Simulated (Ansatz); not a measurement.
**Elastic constants of BN at 18 GPa (stress–strain coefficients): input and output**

Computed with DFT PBE+D3(BJ), scalar-relativistic, plane waves, PAW in Ansatz 0.2.0.

Launched with:
```bash
ansatz run input.yaml --threads 1 --pin off --max-ram 3072MiB --backend cpu --events-out ev --progress --plain --runs-dir out
```

Input (bare energies are in eV):
```yaml
crystal:
  lattice:
    - [2.4760794818, 0.0, 0.0]
    - [-1.2380397409, 2.144347733, 0.0]
    - [0.0, 0.0, 5.364859054]
  atoms:
    - { symbol: B, position: [0.3333333333, 0.6666666667, 0.25] }
    - { symbol: B, position: [0.6666666667, 0.3333333333, 0.75] }
    - { symbol: "N", position: [0.3333333333, 0.6666666667, 0.75] }
    - { symbol: "N", position: [0.6666666667, 0.3333333333, 0.25] }
basis:
  ecutwfc: 420
kpoints:
  mp_grid: { grid: [12, 12, 4] }
hamiltonian:
  xc: pbe
  dispersion: d3bj
scf:
  occupations: { method: fixed }
output:
  forces: true
  stress: true
  eigenvalues: true
elastic:
  mode: relaxed_ion
  stencil: two_point
```

From the output:
```
--- Elastic constants: 3 strain directions × 2 members + reference (group order 24) ---
  dense FFT box of the reference and of every strained cell: 18×18×36
  strains applied: 11, 33, 23; error gains: componentwise 1.00 (the most a stress slope's error grows in a printed constant), spectral 1.41 (1 for all six strains in a standard setting)
  pairwise dispersion correction: d3bj (s6 = 1.0, s8 = 0.7875, a1 = 0.4289, a2_bohr = 4.4407), with the weights of each atom's references fixed at the reference crystal's, and the forces and stress that the weights' published response gives ...
  C = ∂σ_k/∂η_j (tension-positive GPa; Voigt order 11 22 33 23 13 12):
      1144.535    301.107     36.041      0.000      0.000      0.000
       301.107   1144.535     36.041      0.000      0.000      0.000
        36.256     36.256    155.487     -0.000     -0.000     -0.000
         0.000      0.000      0.000     28.837      0.000      0.000
         0.000     -0.000      0.000      0.000     28.837      0.000
         0.000     -0.000      0.000      0.000      0.000    421.714
  reference stress σ⁰ (GPa):    -17.999    -17.999    -17.996     -0.000     -0.000      0.000
  C* (energy form; C + prestress term) asymmetry max|C*_kj − C*_jk| = 2.180e-1 GPa — a small one proves nothing (zero by symmetry where the batch's group is 432, −43m or m−3m); a large one is finite-difference/SCF noise where every solve ...
  moduli (Voigt/Reuss/Hill, GPa): K = 354.60/137.82/246.21   G = 233.95/59.75/146.85   E = 367.50   ν = 0.251
  mechanically stable: yes (min eigenvalue of sym C = 28.84 GPa)
  strain η (Voigt 11):  stress-route row diagonal C_11 = 1144.53 GPa, energy-path curvature d²(F+E_count+ΔE)/dδ²/Ω₀ = 1145.94 GPa
         δ    σ_11 (GPa) F (eV) n_scf n_hpsi n_pw
    -2.000e-3     -20.3001       -1085.0625617       9   30960    568   relax 4 steps, max|allowed force component| 3.68e-5 eV/Å
     2.000e-3     -15.7220       -1085.0754097       9   30958    571   relax 3 steps, max|allowed force component| 4.09e-7 eV/Å
  strain η (Voigt 33):  stress-route row diagonal C_33 = 155.49 GPa, energy-path curvature d²(F+E_count+ΔE)/dδ²/Ω₀ = 155.45 GPa
         δ    σ_33 (GPa) F (eV) n_scf n_hpsi n_pw
    -2.000e-3     -18.3104       -1085.0629501       7   13056    570   relax 0 steps, max|allowed force component| 1.48e-16 eV/Å
     2.000e-3     -17.6885       -1085.0757792       6   12282    571   relax 0 steps, max|allowed force component| 9.62e-16 eV/Å
  strain η (Voigt 23):  stress-route row diagonal C_44 = 28.84 GPa, energy-path curvature d²(F+E_count+ΔE)/dδ²/Ω₀ = 38.60 GPa
         δ    σ_23 (GPa) F (eV) n_scf n_hpsi n_pw
    -2.000e-3      -0.0577       -1085.0693880       9   39485    570   relax 1 steps, max|allowed force component| 1.11e-5 eV/Å
     2.000e-3       0.0577       -1085.0693880       9   39526    570   relax 1 steps, max|allowed force component| 1.11e-5 eV/Å
```

The run took 29 s on 1 thread of Intel(R) Xeon(R) Platinum 8488C (Sapphire Rapids), with other jobs on the host, peak memory 0.41 GiB.